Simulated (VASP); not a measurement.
# Mg (Fm-3m) in VASP: single point with PBE

Aim: the single point of Mg with PBE.

Everything below comes from runs of VASP 6.6.1. Logs are shortened: lines on timing, memory, paths and dates and some standing lists are left out, and cuts for length are marked.

## Step 1: The crystal as given

It takes space group Fm-3m (No. 225, cubic). Conventional cell: a = 4.527 Å, b = 4.527 Å, c = 4.527 Å, α = 90.00°, β = 90.00°, γ = 90.00°. Mg (site symmetry m-3m) is surrounded by 12 Mg at 3.20 Å.

The cell was built by a generator and needn't be a form met in nature.

## Step 2: Single point, PBE

The input, INCAR:

```
SYSTEM = Mg
PREC = Accurate ; ENCUT = 520
EDIFF = 1E-6 ; ISMEAR = -1
SIGMA = 0.13605693000000002 ; LREAL = .FALSE.
LASPH = .TRUE. ; NELM = 60
ALGO = Normal ; ISIF = 2
LWAVE = .FALSE. ; LCHARG = .FALSE.
GGA = PE ; NBANDS = 7
```

The input, KPOINTS:

```
regular mesh
0
G
  13 13 13
  0 0 0
```

The input, POSCAR:

```
Mg
1.0
    0.0000000000      2.2636373411      2.2636373411
    2.2636373411      0.0000000000      2.2636373411
    2.2636373411      2.2636373411      0.0000000000
Mg
1
Direct
    0.0000000000      0.0000000000      0.0000000000
```

Potentials or basis: VASP PAW PBE potentials, release 64 (Mg).

On the command line:

```console
> cat potpaw_PBE.64/Mg/POTCAR > POTCAR
> mpirun -np 1 vasp_std > vasp.out
```

OUTCAR:

```text
SYSTEM = Mg
   PREC = Accurate
   ENCUT = 520
   EDIFF = 1E-6
   ISMEAR = -1
   LREAL = .FALSE.
   LASPH = .TRUE.
   NELM = 60
   ISIF = 2
   GGA = PE

 ion  position               nearest neighbor table
   1  0.000  0.000  0.000-

  LATTYP: Found a face centered cubic cell.
 ALAT       =     4.5272746822

  Lattice vectors:

 A1 = (   0.0000000000,   2.2636373411,   2.2636373411)
 A2 = (   2.2636373411,   0.0000000000,   2.2636373411)
 A3 = (   2.2636373411,   2.2636373411,   0.0000000000)

Analysis of symmetry for initial positions (statically):
=====================================================================
 Subroutine PRICEL returns:
 Original cell was already a primitive cell.

 Routine SETGRP: Setting up the symmetry group for a
 face centered cubic supercell.

 Subroutine GETGRP returns: Found 48 space group operations
 (whereof 48 operations were pure point group operations)
 out of a pool of 48 trial point group operations.

The static configuration has the point symmetry O_h .

Analysis of symmetry for dynamics (positions and initial velocities):
=====================================================================
 Subroutine PRICEL returns:
 Original cell was already a primitive cell.

 Routine SETGRP: Setting up the symmetry group for a
 face centered cubic supercell.

 Subroutine GETGRP returns: Found 48 space group operations
 (whereof 48 operations were pure point group operations)
 out of a pool of 48 trial point group operations.

The dynamic configuration has the point symmetry O_h .

 Subroutine INISYM returns: Found 48 space group operations
 (whereof 48 operations are pure point group operations),
 and found     1 'primitive' translations

----------------------------------------------------------------------------------------

                                     Primitive cell

  volume of cell :      23.1980

  direct lattice vectors                    reciprocal lattice vectors
     0.000000000  2.263637341  2.263637341    -0.220883439  0.220883439  0.220883439
     2.263637341  0.000000000  2.263637341     0.220883439 -0.220883439  0.220883439
     2.263637341  2.263637341  0.000000000     0.220883439  0.220883439 -0.220883439

  length of vectors
     3.201266628  3.201266628  3.201266628     0.382581338  0.382581338  0.382581338

  position of ions in fractional coordinates (direct lattice)
     0.000000000  0.000000000  0.000000000

  ion indices of the primitive-cell ions
   primitive index   ion index
                 1           1

----------------------------------------------------------------------------------------

 KPOINTS: regular mesh

Automatic generation of k-mesh.
 Grid dimensions read from file:
 generate k-points for:   13   13   13

 Generating k-lattice:

  Cartesian coordinates                     Fractional coordinates (reciprocal lattice)
    -0.016991034  0.016991034  0.016991034     0.076923077  0.000000000  0.000000000
     0.016991034 -0.016991034  0.016991034     0.000000000  0.076923077  0.000000000
     0.016991034  0.016991034 -0.016991034     0.000000000  0.000000000  0.076923077

  Length of vectors
     0.029429334  0.029429334  0.029429334

  Shift w.r.t. Gamma in fractional coordinates (k-lattice)
     0.000000000  0.000000000  0.000000000

 Subroutine IBZKPT returns following result:
 ===========================================

 Found     84 irreducible k-points:

 Following reciprocal coordinates:
            Coordinates               Weight
  0.000000  0.000000  0.000000      1.000000
  0.076923  0.000000  0.000000      8.000000
  0.153846  0.000000  0.000000      8.000000
  0.230769  0.000000  0.000000      8.000000
  0.307692  0.000000  0.000000      8.000000
  0.384615  0.000000  0.000000      8.000000
[... 16 lines left out ...]
  0.384615  0.153846  0.000000     24.000000
  0.461538  0.153846  0.000000     24.000000
 [... further k-points ...]
   k-points           NKPTS =     84   k-points in BZ     NKDIM =     84   number of bands    NBANDS=      7
   number of dos      NEDOS =    301   number of ions     NIONS =      1
   total plane-waves  NPLWV =  13824
   dimension x,y,z NGX =    24 NGY =   24 NGZ =   24
   dimension x,y,z NGXF=    48 NGYF=   48 NGZF=   48
   ions per type =               1
   NGX,Y,Z   is equivalent  to a cutoff of  12.46, 12.46, 12.46 a.u.
   NGXF,Y,Z  is equivalent  to a cutoff of  24.93, 24.93, 24.93 a.u.
 SYSTEM =  Mg
   PREC   = accura    normal or accurate (medium, high low for compatibility)
   ISTART =      0    job   : 0-new  1-cont  2-samecut
   ICHARG =      2    charge: 1-file 2-atom 10-const
   ISPIN  =      1    spin polarized calculation?
   LNONCOLLINEAR =      F non collinear calculations
   LSORBIT =      F    spin-orbit coupling
   LASPH  =      T    aspherical Exc in radial PAW
   ENCUT  =  520.0 eV  38.22 Ry    6.18 a.u.   5.95  5.95  5.95*2*pi/ulx,y,z
   NELM   =     60;   NELMIN=  2; NELMDL= -5     # of ELM steps
   EDIFF  = 0.1E-05   stopping-criterion for ELM
   LREAL  =      F    real-space projection
   EDIFFG = 0.1E-04   stopping-criterion for IOM
   NSW    =      0    number of steps for IOM
   IBRION =     -1    ionic relax: 0-MD 1-quasi-New 2-CG
   NFREE  =      0    steps in history (QN), initial steepest desc. (CG)
   ISIF   =      2    stress and relaxation
   ISYM   =      2    0-nonsym 1-usesym 2-fastsym
   POTIM  = 0.5000    time-step for ionic-motion
   TEBEG  =    0.0;   TEEND  =   0.0 temperature during run
   PSTRESS=    0.0 pullay stress
   NELECT =       2.0000    total number of electrons
   NUPDOWN=      -1.0000    fix difference up-down
   EMIN   =  10.00;   EMAX   =-10.00  energy-range for DOS
   EFERMI =   0.00;   METHOD = LEGACY
   ISMEAR =    -1;   SIGMA  =   0.14  broadening in eV -4-tet -1-fermi 0-gaus
   EFERMI_NEDOS =   21; number of points for ismear=-14 and -15
   IALGO  =     38    algorithm
   IMIX   =      4    mixing-type and parameters
     AMIX     =   0.40;   BMIX     =  1.00
     AMIX_MAG =   1.60;   BMIX_MAG =  1.00
  volume/ion in A,a.u.               =      23.20       156.55
  Fermi-wavevector in a.u.,A,eV,Ry     =   0.723216  1.366680  7.116409  0.523041
  Thomas-Fermi vector in A             =   1.813376
   LORBIT       =      0    0 simple, 1 ext, 2 COOP (PROOUT), +10 PAW based schemes
   GGA     = PE    functional components
   LHFCALC =     F    Hartree Fock is set to
   AEXX    =    0.0000 exact exchange contribution
   IVDW    =     0    specifies the selected vdW correction
   LEPSILON=     F    determine dielectric tensor
   LRPA    =     F    only Hartree local field effects (RPA)
 non-spin polarized calculation
  energy-cutoff  :      520.00
  volume of cell :       23.20
 maximum number of plane-waves:       632
   NGX = 11   NGY = 11   NGZ = 11

 number of electron       2.0000000 magnetization

 Free energy of the ion-electron system (eV)
  ---------------------------------------------------
  ext. energy  EPLUGINS =         0.00000000
  ---------------------------------------------------
  free energy    TOTEN  =        -1.50718219 eV

  energy without entropy =       -1.47960056  energy(sigma->0) =       -1.49339137

 E-fermi :   2.5664     XC(G=0):  -8.4593

 val. band max:        2.5455129581   @ k =  -0.3077   0.3846   0.0769
 cond. band min:       2.6307539352   @ k =   0.4615   0.0769   0.0000
 fundamental gap:      0.0852409771
 Fermi energy:         2.5663830604

 k-point     1 :       0.0000    0.0000    0.0000
  band No.  band energies     occupation
      1      -4.3082      2.00000
      2      14.8624      0.00000
      3      14.8624      0.00000
      4      14.8624      0.00000
      5      16.7390      0.00000
      6      16.7390      0.00000
      7      16.7390      0.00000

 k-point     2 :       0.0769    0.0000    0.0000
  band No.  band energies     occupation
      1      -4.1776      2.00000
      2      13.0041      0.00000
      3      14.5663      0.00000
      4      14.5663      0.00000
      5      16.7422      0.00000
      6      17.2558      0.00000
      7      17.2558      0.00000

 k-point     3 :       0.1538    0.0000    0.0000
  band No.  band energies     occupation
      1      -3.7867      2.00000
      2      10.4850      0.00000
      3      14.0977      0.00000
      4      14.0977      0.00000
      5      16.3909      0.00000
      6      18.3429      0.00000
      7      18.3429      0.00000

 k-point     4 :       0.2308    0.0000    0.0000
  band No.  band energies     occupation
      1      -3.1386      2.00000
      2       8.0636      0.00000
      3      13.7480      0.00000
      4      13.7480      0.00000
      5      16.0651      0.00000
      6      17.2179      0.00000
      7      17.2179      0.00000

 k-point     5 :       0.3077    0.0000    0.0000
  band No.  band energies     occupation
      1      -2.2386      2.00000
      2       5.8153      0.00000
      3      13.5779      0.00000
      4      13.5779      0.00000
      5      15.8888      0.00000
      6      16.1073      0.00000
      7      16.1073      0.00000

 k-point     6 :       0.3846    0.0000    0.0000
  band No.  band energies     occupation
      1      -1.0940      2.00000
      2       3.7669      0.00029
      3      13.5927      0.00000
      4      13.5927      0.00000
      5      15.2270      0.00000
      6      15.2270      0.00000
      7      15.8912      0.00000

 k-point     7 :       0.4615    0.0000    0.0000
  band No.  band energies     occupation
      1       0.2767      2.00000
      2       1.9432      1.97971
      3      13.7383      0.00000
      4      13.7383      0.00000
      5      14.6464      0.00000
      6      14.6464      0.00000
      7      16.0017      0.00000
[... 121 lines left out ...]
 k-point    20 :       0.1538    0.1538    0.0000
  band No.  band energies     occupation
      1      -3.6134      2.00000
      2      12.0635      0.00000
      3      12.3936      0.00000
      4      12.3936      0.00000
      5      14.7215      0.00000
      6      15.8184      0.00000
      7      20.3242      0.00000

 k-point    21 :       0.2308    0.1538    0.0000
  band No.  band energies     occupation
      1      -3.1386      2.00000
      2       9.9551      0.00000
      3      11.8559      0.00000
      4      12.5407      0.00000
      5      13.7809      0.00000
      6      15.4957      0.00000
      7      20.5094      0.00000

 k-point    22 :       0.3077    0.1538    0.0000
  band No.  band energies     occupation
      1      -2.4094      2.00000
      2       7.6670      0.00000
      3      11.5341      0.00000
      4      12.0516      0.00000
      5      13.0068      0.00000
      6      16.6073      0.00000
      7      19.7297      0.00000

 k-point    23 :       0.3846    0.1538    0.0000
  band No.  band energies     occupation
      1      -1.4317      2.00000
      2       5.5167      0.00000
      3      11.1910      0.00000
      4      11.4293      0.00000
      5      12.7505      0.00000
      6      18.2412      0.00000
      7      18.7292      0.00000

 k-point    24 :       0.4615    0.1538    0.0000
  band No.  band energies     occupation
      1      -0.2150      2.00000
      2       3.5579      0.00137
      3      10.3839      0.00000
      4      11.5430      0.00000
      5      12.8369      0.00000
      6      17.8999      0.00000
      7      19.6073      0.00000

 [... further k-points ...]

------------------------ aborting loop because EDIFF is reached ----------------------------------------

  FORCE on cell =-STRESS in cart. coord.  units (eV):
  Direction    XX          YY          ZZ          XY          YZ          ZX
  --------------------------------------------------------------------------------------
  -------------------------------------------------------------------------------------
  Total       -0.0241783     -0.0241783     -0.0241783      0.0000000     -0.0000000     -0.0000000
  in kB       -1.6698801     -1.6698801     -1.6698801      0.0000000     -0.0000000     -0.0000000
  external PRESSURE =      -1.6698801 kB  Pullay stress =       0.0000000 kB

 VOLUME and BASIS-vectors are now :
 -----------------------------------------------------------------------------
  energy-cutoff  :      520.00
  volume of cell :       23.20
      direct lattice vectors                 reciprocal lattice vectors
     0.000000000  2.263637341  2.263637341    -0.220883439  0.220883439  0.220883439
     2.263637341  0.000000000  2.263637341     0.220883439 -0.220883439  0.220883439
     2.263637341  2.263637341  0.000000000     0.220883439  0.220883439 -0.220883439

 POSITION                                       TOTAL-FORCE (eV/Angst)
 -----------------------------------------------------------------------------------
      0.00000      0.00000      0.00000        -0.000000      0.000000     -0.000000
 -----------------------------------------------------------------------------------
    total drift:                               -0.000000      0.000000      0.000000

  FREE ENERGIE OF THE ION-ELECTRON SYSTEM (eV)
  ---------------------------------------------------
  free  energy   TOTEN  =        -1.5071821869 eV

  energy  without entropy=       -1.4796005557  energy(sigma->0) =       -1.49339137
```

Wall time 4.3 s (1 thread of Intel Xeon Platinum 8488C (Sapphire Rapids), shared host); peak memory 0.14 GiB.

Results:

| Item | Value |
| --- | --- |
| Free energy | -1.5072 eV |
| Pressure | -0.2 GPa |
| Band gap on the k mesh | none (metal or under the smearing width) |
